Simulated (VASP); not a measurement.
# Sb (Fm-3m) in VASP: notebook, part 3 of 7

VASP 6.6.1. Earlier steps stand in the parts before.

## (31) Equation of state, r2SCAN, 27.47 Å³/atom

INCAR

```
SYSTEM = Sb
  PREC = Accurate
  ENCUT = 550
  EDIFF = 1E-6
  ISMEAR = 1
  SIGMA = 0.1
  LREAL = .FALSE.
  LASPH = .TRUE.
  NELM = 100
  ALGO = Normal
  ISIF = 2
  LWAVE = .FALSE.
  LCHARG = .FALSE.
  METAGGA = R2SCAN
  LMIXTAU = .TRUE.
  ADDGRID = .FALSE.
```

KPOINTS

```
regular mesh
0
G
  6 6 6
  0 0 0
```

POSCAR

```
Sb
1.0
    0.0000000000      2.3947216973      2.3947216973
    2.3947216973      0.0000000000      2.3947216973
    2.3947216973      2.3947216973      0.0000000000
Sb
1
Direct
    0.0000000000      0.0000000000      0.0000000000
```

Run with:

```sh
> cat potpaw_PBE.64/Sb/POTCAR > POTCAR
> mpirun -np 1 vasp_std > vasp.out
```

Wall time 9.9 s (1 thread of Intel Xeon 6975P-C (Granite Rapids), shared host); peak memory 0.16 GiB.

The run converged, but some of its settings lie outside the range that counts as converged, so its numbers aren't taken as properties of the crystal.

What came out:

| Property | Result |
| --- | --- |
| Free energy | -25.2577 eV |
| Pressure | -0.6 GPa |
| Band gap on the k mesh | none (metal or under the smearing width) |

Caveat: the k mesh is coarse (spacing up to 0.38 Å⁻¹), so the values aren't converged; the PAW data sets were made with another functional, which shifts forces and pressure a little.

## (32) Equation of state, r2SCAN, 25.87 Å³/atom

INCAR: that of step 31 with these lines changed.

```diff
@@ -2,3 +2,3 @@
   PREC = Accurate
-  ENCUT = 550
+  ENCUT = 250
   EDIFF = 1E-6
```

KPOINTS

```
regular mesh
0
G
  9 9 9
  0 0 0
```

POSCAR

```
Sb
1.0
    0.0000000000      2.3472889392      2.3472889392
    2.3472889392      0.0000000000      2.3472889392
    2.3472889392      2.3472889392      0.0000000000
Sb
1
Direct
    0.0000000000      0.0000000000      0.0000000000
```

Run with:

```sh
> cat potpaw_PBE.64/Sb/POTCAR > POTCAR
> mpirun -np 1 vasp_std > vasp.out
```

Run time: 7.3 s. Hardware: 1 thread of Intel Xeon 6975P-C (Granite Rapids), shared host; peak memory 0.11 GiB.

These settings aren't checked as converged: the numbers below hold their error.

What came out:

```
Free energy            : -25.2031 eV
Pressure               : 3.5 GPa
Band gap on the k mesh : none (metal or under the smearing width)
```

Caveat: the PAW data sets were made with another functional, which shifts forces and pressure a little.

## (33) Equation of state, r2SCAN, 27.47 Å³/atom

INCAR is that of step 32.

KPOINTS is that of step 32.

POSCAR

```
Sb
1.0
    0.0000000000      2.3947216973      2.3947216973
    2.3947216973      0.0000000000      2.3947216973
    2.3947216973      2.3947216973      0.0000000000
Sb
1
Direct
    0.0000000000      0.0000000000      0.0000000000
```

Potentials or basis: VASP PAW PBE potentials, release 64 (Sb).

Run with:

```sh
> cat potpaw_PBE.64/Sb/POTCAR > POTCAR
> mpirun -np 1 vasp_std > vasp.out
```

Wall time 7 s (1 thread of Intel Xeon 6975P-C (Granite Rapids), shared host); peak memory 0.11 GiB.

The run converged, but some of its settings lie outside the range that counts as converged, so its numbers aren't taken as properties of the crystal.

Results:

```
Free energy            : -25.2171 eV
Pressure               : -0.6 GPa
Band gap on the k mesh : none (metal or under the smearing width)
```

Caveat: the PAW data sets were made with another functional, which shifts forces and pressure a little.

## (34) Equation of state, r2SCAN, 25.87 Å³/atom

INCAR: that of step 33 with these lines changed.

```diff
@@ -2,3 +2,3 @@
   PREC = Accurate
-  ENCUT = 250
+  ENCUT = 450
   EDIFF = 1E-6
```

KPOINTS

```
regular mesh
0
G
  7 7 7
  0 0 0
```

POSCAR

```
Sb
1.0
    0.0000000000      2.3472889392      2.3472889392
    2.3472889392      0.0000000000      2.3472889392
    2.3472889392      2.3472889392      0.0000000000
Sb
1
Direct
    0.0000000000      0.0000000000      0.0000000000
```

Run with:

```sh
> cat potpaw_PBE.64/Sb/POTCAR > POTCAR
> mpirun -np 1 vasp_std > vasp.out
```

It took 6.7 s on 1 thread of Intel Xeon 6975P-C (Granite Rapids), shared host; peak memory 0.13 GiB.

These settings aren't checked as converged: the numbers below hold their error.

What came out:

- Free energy: -25.2067 eV
- Pressure: 1.6 GPa
- Band gap on the k mesh: none (metal or under the smearing width)

Caveat: the PAW data sets were made with another functional, which shifts forces and pressure a little.

## (35) Equation of state, r2SCAN, 27.47 Å³/atom

INCAR is that of step 34.

KPOINTS is that of step 34.

POSCAR

```
Sb
1.0
    0.0000000000      2.3947216973      2.3947216973
    2.3947216973      0.0000000000      2.3947216973
    2.3947216973      2.3947216973      0.0000000000
Sb
1
Direct
    0.0000000000      0.0000000000      0.0000000000
```

Run with:

```sh
> cat potpaw_PBE.64/Sb/POTCAR > POTCAR
> mpirun -np 1 vasp_std > vasp.out
```

It took 6.8 s on 1 thread of Intel Xeon 6975P-C (Granite Rapids), shared host; peak memory 0.13 GiB.

The run converged, but some of its settings lie outside the range that counts as converged, so its numbers aren't taken as properties of the crystal.

Results:

| Property | Result |
| --- | --- |
| Free energy | -25.2067 eV |
| Pressure | -1.4 GPa |
| Band gap on the k mesh | none (metal or under the smearing width) |

Caveat: the PAW data sets were made with another functional, which shifts forces and pressure a little.

## (36) Equation of state, r2SCAN, 25.87 Å³/atom

INCAR: that of step 35 with these lines changed.

```diff
@@ -5,3 +5,3 @@
   ISMEAR = 1
-  SIGMA = 0.1
+  SIGMA = 0.4
   LREAL = .FALSE.
```

KPOINTS is that of step 35.

POSCAR

```
Sb
1.0
    0.0000000000      2.3472889392      2.3472889392
    2.3472889392      0.0000000000      2.3472889392
    2.3472889392      2.3472889392      0.0000000000
Sb
1
Direct
    0.0000000000      0.0000000000      0.0000000000
```

Potentials or basis: VASP PAW PBE potentials, release 64 (Sb).

Run with:

```sh
> cat potpaw_PBE.64/Sb/POTCAR > POTCAR
> mpirun -np 1 vasp_std > vasp.out
```

It took 5.8 s on 1 thread of Intel Xeon 6975P-C (Granite Rapids), shared host; peak memory 0.14 GiB.

These settings aren't checked as converged: the numbers below hold their error.

What came out:

* Free energy: -25.2202 eV
* Pressure: 2.5 GPa
* Band gap on the k mesh: none (metal or under the smearing width)

Caveat: the PAW data sets were made with another functional, which shifts forces and pressure a little.

## (37) Equation of state, r2SCAN, 27.47 Å³/atom

INCAR is that of step 36.

KPOINTS is that of step 36.

POSCAR

```
Sb
1.0
    0.0000000000      2.3947216973      2.3947216973
    2.3947216973      0.0000000000      2.3947216973
    2.3947216973      2.3947216973      0.0000000000
Sb
1
Direct
    0.0000000000      0.0000000000      0.0000000000
```

Run with:

```sh
> cat potpaw_PBE.64/Sb/POTCAR > POTCAR
> mpirun -np 1 vasp_std > vasp.out
```

Wall time 6.5 s (1 thread of Intel Xeon 6975P-C (Granite Rapids), shared host); peak memory 0.13 GiB.

The run converged, but some of its settings lie outside the range that counts as converged, so its numbers aren't taken as properties of the crystal.

What came out:

```yaml
Free_energy: -25.2252 eV
Pressure: -1.2 GPa
Band_gap_on_the_k_mesh: none (metal or under the smearing width)
```

Caveat: the PAW data sets were made with another functional, which shifts forces and pressure a little.

## (38) Equation of state, r2SCAN, 25.87 Å³/atom

INCAR: that of step 37 with these lines changed.

```diff
@@ -5,3 +5,3 @@
   ISMEAR = 1
-  SIGMA = 0.4
+  SIGMA = 0.2
   LREAL = .FALSE.
```

KPOINTS is that of step 37.

POSCAR

```
Sb
1.0
    0.0000000000      2.3472889392      2.3472889392
    2.3472889392      0.0000000000      2.3472889392
    2.3472889392      2.3472889392      0.0000000000
Sb
1
Direct
    0.0000000000      0.0000000000      0.0000000000
```

Run with:

```sh
> cat potpaw_PBE.64/Sb/POTCAR > POTCAR
> mpirun -np 1 vasp_std > vasp.out
```

It took 6.9 s on 1 thread of Intel Xeon 6975P-C (Granite Rapids), shared host; peak memory 0.14 GiB.

These settings aren't checked as converged: the numbers below hold their error.

What came out:

```yaml
Free_energy: -25.2104 eV
Pressure: 2.0 GPa
Band_gap_on_the_k_mesh: none (metal or under the smearing width)
```

Caveat: the PAW data sets were made with another functional, which shifts forces and pressure a little.

## (39) Equation of state, r2SCAN, 27.47 Å³/atom

INCAR is that of step 38.

KPOINTS is that of step 38.

POSCAR

```
Sb
1.0
    0.0000000000      2.3947216973      2.3947216973
    2.3947216973      0.0000000000      2.3947216973
    2.3947216973      2.3947216973      0.0000000000
Sb
1
Direct
    0.0000000000      0.0000000000      0.0000000000
```

Potentials or basis: VASP PAW PBE potentials, release 64 (Sb).

Run with:

```sh
> cat potpaw_PBE.64/Sb/POTCAR > POTCAR
> mpirun -np 1 vasp_std > vasp.out
```

Run time: 6.7 s. Hardware: 1 thread of Intel Xeon 6975P-C (Granite Rapids), shared host; peak memory 0.13 GiB.

These settings aren't checked as converged: the numbers below hold their error.

What came out:

```
Free energy            : -25.2123 eV
Pressure               : -1.4 GPa
Band gap on the k mesh : none (metal or under the smearing width)
```

Caveat: the PAW data sets were made with another functional, which shifts forces and pressure a little.

## (40) Equation of state, r2SCAN, 25.87 Å³/atom

INCAR: that of step 39 with these lines changed.

```diff
@@ -5,3 +5,3 @@
   ISMEAR = 1
-  SIGMA = 0.2
+  SIGMA = 0.05
   LREAL = .FALSE.
```

KPOINTS is that of step 39.

POSCAR

```
Sb
1.0
    0.0000000000      2.3472889392      2.3472889392
    2.3472889392      0.0000000000      2.3472889392
    2.3472889392      2.3472889392      0.0000000000
Sb
1
Direct
    0.0000000000      0.0000000000      0.0000000000
```

Run with:

```sh
> cat potpaw_PBE.64/Sb/POTCAR > POTCAR
> mpirun -np 1 vasp_std > vasp.out
```

Wall time 6.6 s (1 thread of Intel Xeon 6975P-C (Granite Rapids), shared host); peak memory 0.14 GiB.

These settings aren't checked as converged: the numbers below hold their error.

Results:

```
Free energy            : -25.2058 eV
Pressure               : 1.5 GPa
Band gap on the k mesh : none (metal or under the smearing width)
```

Caveat: the PAW data sets were made with another functional, which shifts forces and pressure a little.

## (41) Equation of state, r2SCAN, 27.47 Å³/atom

INCAR is that of step 40.

KPOINTS is that of step 40.

POSCAR

```
Sb
1.0
    0.0000000000      2.3947216973      2.3947216973
    2.3947216973      0.0000000000      2.3947216973
    2.3947216973      2.3947216973      0.0000000000
Sb
1
Direct
    0.0000000000      0.0000000000      0.0000000000
```

Run with:

```sh
> cat potpaw_PBE.64/Sb/POTCAR > POTCAR
> mpirun -np 1 vasp_std > vasp.out
```

Run time: 6.5 s. Hardware: 1 thread of Intel Xeon 6975P-C (Granite Rapids), shared host; peak memory 0.13 GiB.

The run converged, but some of its settings lie outside the range that counts as converged, so its numbers aren't taken as properties of the crystal.

What came out:

```yaml
Free_energy: -25.2045 eV
Pressure: -1.2 GPa
Band_gap_on_the_k_mesh: none (metal or under the smearing width)
```

Caveat: the PAW data sets were made with another functional, which shifts forces and pressure a little.

## (42) Equation of state, r2SCAN, 25.87 Å³/atom

INCAR: that of step 41 with these lines changed.

```diff
@@ -5,3 +5,3 @@
   ISMEAR = 1
-  SIGMA = 0.05
+  SIGMA = 0.02
   LREAL = .FALSE.
```

KPOINTS is that of step 41.

POSCAR

```
Sb
1.0
    0.0000000000      2.3472889392      2.3472889392
    2.3472889392      0.0000000000      2.3472889392
    2.3472889392      2.3472889392      0.0000000000
Sb
1
Direct
    0.0000000000      0.0000000000      0.0000000000
```

Potentials or basis: VASP PAW PBE potentials, release 64 (Sb).

Run with:

```sh
> cat potpaw_PBE.64/Sb/POTCAR > POTCAR
> mpirun -np 1 vasp_std > vasp.out
```

Run time: 6.5 s. Hardware: 1 thread of Intel Xeon 6975P-C (Granite Rapids), shared host; peak memory 0.14 GiB.

The run converged, but some of its settings lie outside the range that counts as converged, so its numbers aren't taken as properties of the crystal.

Results:

```yaml
Free_energy: -25.2054 eV
Pressure: 1.5 GPa
Band_gap_on_the_k_mesh: none (metal or under the smearing width)
```

Caveat: the PAW data sets were made with another functional, which shifts forces and pressure a little.

## (43) Equation of state, r2SCAN, 27.47 Å³/atom

INCAR is that of step 42.

KPOINTS is that of step 42.

POSCAR

```
Sb
1.0
    0.0000000000      2.3947216973      2.3947216973
    2.3947216973      0.0000000000      2.3947216973
    2.3947216973      2.3947216973      0.0000000000
Sb
1
Direct
    0.0000000000      0.0000000000      0.0000000000
```

Run with:

```sh
> cat potpaw_PBE.64/Sb/POTCAR > POTCAR
> mpirun -np 1 vasp_std > vasp.out
```

Run time: 6.6 s. Hardware: 1 thread of Intel Xeon 6975P-C (Granite Rapids), shared host; peak memory 0.13 GiB.

The run converged, but some of its settings lie outside the range that counts as converged, so its numbers aren't taken as properties of the crystal.

What came out:

| Item | Value |
| --- | --- |
| Free energy | -25.2036 eV |
| Pressure | -0.8 GPa |
| Band gap on the k mesh | none (metal or under the smearing width) |

Caveat: the PAW data sets were made with another functional, which shifts forces and pressure a little.

## (44) Equation of state, r2SCAN, 25.87 Å³/atom

INCAR: that of step 43 with these lines changed.

```diff
@@ -1,3 +1,3 @@
 SYSTEM = Sb
-  PREC = Accurate
+  PREC = Low
   ENCUT = 450
@@ -5,3 +5,3 @@
   ISMEAR = 1
-  SIGMA = 0.02
+  SIGMA = 0.1
   LREAL = .FALSE.
```

KPOINTS is that of step 43.

POSCAR

```
Sb
1.0
    0.0000000000      2.3472889392      2.3472889392
    2.3472889392      0.0000000000      2.3472889392
    2.3472889392      2.3472889392      0.0000000000
Sb
1
Direct
    0.0000000000      0.0000000000      0.0000000000
```

Run with:

```sh
> cat potpaw_PBE.64/Sb/POTCAR > POTCAR
> mpirun -np 1 vasp_std > vasp.out
```

Wall time 5.1 s (1 thread of Intel Xeon 6975P-C (Granite Rapids), shared host); peak memory 0.11 GiB.

These settings aren't checked as converged: the numbers below hold their error.

What came out:

```
Free energy            : -25.2068 eV
Pressure               : 1.6 GPa
Band gap on the k mesh : none (metal or under the smearing width)
```

Caveat: the PAW data sets were made with another functional, which shifts forces and pressure a little.

## (45) Equation of state, r2SCAN, 27.47 Å³/atom

INCAR is that of step 44.

KPOINTS is that of step 44.

POSCAR

```
Sb
1.0
    0.0000000000      2.3947216973      2.3947216973
    2.3947216973      0.0000000000      2.3947216973
    2.3947216973      2.3947216973      0.0000000000
Sb
1
Direct
    0.0000000000      0.0000000000      0.0000000000
```

Potentials or basis: VASP PAW PBE potentials, release 64 (Sb).

Run with:

```sh
> cat potpaw_PBE.64/Sb/POTCAR > POTCAR
> mpirun -np 1 vasp_std > vasp.out
```

Run time: 5.1 s. Hardware: 1 thread of Intel Xeon 6975P-C (Granite Rapids), shared host; peak memory 0.1 GiB.

These settings aren't checked as converged: the numbers below hold their error.

Results:

| Item | Value |
| --- | --- |
| Free energy | -25.2068 eV |
| Pressure | -1.4 GPa |
| Band gap on the k mesh | none (metal or under the smearing width) |

Caveat: the PAW data sets were made with another functional, which shifts forces and pressure a little.

## (46) Equation of state, r2SCAN, 25.87 Å³/atom

INCAR: that of step 45 with these lines changed.

```diff
@@ -1,3 +1,3 @@
 SYSTEM = Sb
-  PREC = Low
+  PREC = Normal
   ENCUT = 450
```

KPOINTS is that of step 45.

POSCAR

```
Sb
1.0
    0.0000000000      2.3472889392      2.3472889392
    2.3472889392      0.0000000000      2.3472889392
    2.3472889392      2.3472889392      0.0000000000
Sb
1
Direct
    0.0000000000      0.0000000000      0.0000000000
```

Run with:

```sh
> cat potpaw_PBE.64/Sb/POTCAR > POTCAR
> mpirun -np 1 vasp_std > vasp.out
```

It took 5.6 s on 1 thread of Intel Xeon 6975P-C (Granite Rapids), shared host; peak memory 0.12 GiB.

These settings aren't checked as converged: the numbers below hold their error.

What came out:

| Item | Value |
| --- | --- |
| Free energy | -25.2067 eV |
| Pressure | 1.6 GPa |
| Band gap on the k mesh | none (metal or under the smearing width) |

Caveat: the PAW data sets were made with another functional, which shifts forces and pressure a little.

## (47) Equation of state, r2SCAN, 27.47 Å³/atom

INCAR is that of step 46.

KPOINTS is that of step 46.

POSCAR

```
Sb
1.0
    0.0000000000      2.3947216973      2.3947216973
    2.3947216973      0.0000000000      2.3947216973
    2.3947216973      2.3947216973      0.0000000000
Sb
1
Direct
    0.0000000000      0.0000000000      0.0000000000
```

Run with:

```sh
> cat potpaw_PBE.64/Sb/POTCAR > POTCAR
> mpirun -np 1 vasp_std > vasp.out
```

Wall time 5.5 s (1 thread of Intel Xeon 6975P-C (Granite Rapids), shared host); peak memory 0.12 GiB.

These settings aren't checked as converged: the numbers below hold their error.

What came out:

```
Free energy            : -25.2067 eV
Pressure               : -1.4 GPa
Band gap on the k mesh : none (metal or under the smearing width)
```

Caveat: the PAW data sets were made with another functional, which shifts forces and pressure a little.

## (48) Equation of state, r2SCAN, 25.87 Å³/atom

INCAR: that of step 47 with these lines changed.

```diff
@@ -1,3 +1,3 @@
 SYSTEM = Sb
-  PREC = Normal
+  PREC = Accurate
   ENCUT = 450
@@ -6,3 +6,3 @@
   SIGMA = 0.1
-  LREAL = .FALSE.
+  LREAL = Auto
   LASPH = .TRUE.
```

KPOINTS is that of step 47.

POSCAR

```
Sb
1.0
    0.0000000000      2.3472889392      2.3472889392
    2.3472889392      0.0000000000      2.3472889392
    2.3472889392      2.3472889392      0.0000000000
Sb
1
Direct
    0.0000000000      0.0000000000      0.0000000000
```

Potentials or basis: VASP PAW PBE potentials, release 64 (Sb).

Run with:

```sh
> cat potpaw_PBE.64/Sb/POTCAR > POTCAR
> mpirun -np 1 vasp_std > vasp.out
```

Run time: 7.1 s. Hardware: 1 thread of Intel Xeon 6975P-C (Granite Rapids), shared host; peak memory 0.14 GiB.

These settings aren't checked as converged: the numbers below hold their error.

What came out:

- Free energy: -25.2070 eV
- Pressure: 1.6 GPa
- Band gap on the k mesh: none (metal or under the smearing width)

Caveat: the PAW data sets were made with another functional, which shifts forces and pressure a little.

## (49) Equation of state, r2SCAN, 27.47 Å³/atom

INCAR is that of step 48.

KPOINTS is that of step 48.

POSCAR

```
Sb
1.0
    0.0000000000      2.3947216973      2.3947216973
    2.3947216973      0.0000000000      2.3947216973
    2.3947216973      2.3947216973      0.0000000000
Sb
1
Direct
    0.0000000000      0.0000000000      0.0000000000
```

Run with:

```sh
> cat potpaw_PBE.64/Sb/POTCAR > POTCAR
> mpirun -np 1 vasp_std > vasp.out
```

Run time: 7 s. Hardware: 1 thread of Intel Xeon 6975P-C (Granite Rapids), shared host; peak memory 0.14 GiB.

The run converged, but some of its settings lie outside the range that counts as converged, so its numbers aren't taken as properties of the crystal.

Results:

```
Free energy            : -25.2077 eV
Pressure               : -1.5 GPa
Band gap on the k mesh : none (metal or under the smearing width)
```

Caveat: the PAW data sets were made with another functional, which shifts forces and pressure a little.

## (50) Equation of state, r2SCAN, 25.87 Å³/atom

INCAR: that of step 49 with these lines changed.

```diff
@@ -3,6 +3,6 @@
   ENCUT = 450
-  EDIFF = 1E-6
+  EDIFF = 0.01
   ISMEAR = 1
   SIGMA = 0.1
-  LREAL = Auto
+  LREAL = .FALSE.
   LASPH = .TRUE.
```

KPOINTS is that of step 49.

POSCAR

```
Sb
1.0
    0.0000000000      2.3472889392      2.3472889392
    2.3472889392      0.0000000000      2.3472889392
    2.3472889392      2.3472889392      0.0000000000
Sb
1
Direct
    0.0000000000      0.0000000000      0.0000000000
```

Run with:

```sh
> cat potpaw_PBE.64/Sb/POTCAR > POTCAR
> mpirun -np 1 vasp_std > vasp.out
```

Wall time 3.8 s (1 thread of Intel Xeon 6975P-C (Granite Rapids), shared host); peak memory 0.13 GiB.

These settings aren't checked as converged: the numbers below hold their error.

What came out:

* Free energy: -25.2044 eV
* Pressure: 0.0 GPa
* Band gap on the k mesh: none (metal or under the smearing width)

Caveat: the PAW data sets were made with another functional, which shifts forces and pressure a little.

## (51) Equation of state, r2SCAN, 27.47 Å³/atom

INCAR is that of step 50.

KPOINTS is that of step 50.

POSCAR

```
Sb
1.0
    0.0000000000      2.3947216973      2.3947216973
    2.3947216973      0.0000000000      2.3947216973
    2.3947216973      2.3947216973      0.0000000000
Sb
1
Direct
    0.0000000000      0.0000000000      0.0000000000
```

Potentials or basis: VASP PAW PBE potentials, release 64 (Sb).

Run with:

```sh
> cat potpaw_PBE.64/Sb/POTCAR > POTCAR
> mpirun -np 1 vasp_std > vasp.out
```

Run time: 3.8 s. Hardware: 1 thread of Intel Xeon 6975P-C (Granite Rapids), shared host; peak memory 0.13 GiB.

These settings aren't checked as converged: the numbers below hold their error.

What came out:

```
Free energy            : -25.2055 eV
Pressure               : -2.0 GPa
Band gap on the k mesh : none (metal or under the smearing width)
```

Caveat: the PAW data sets were made with another functional, which shifts forces and pressure a little.

(Continued in part 4 of 7.)
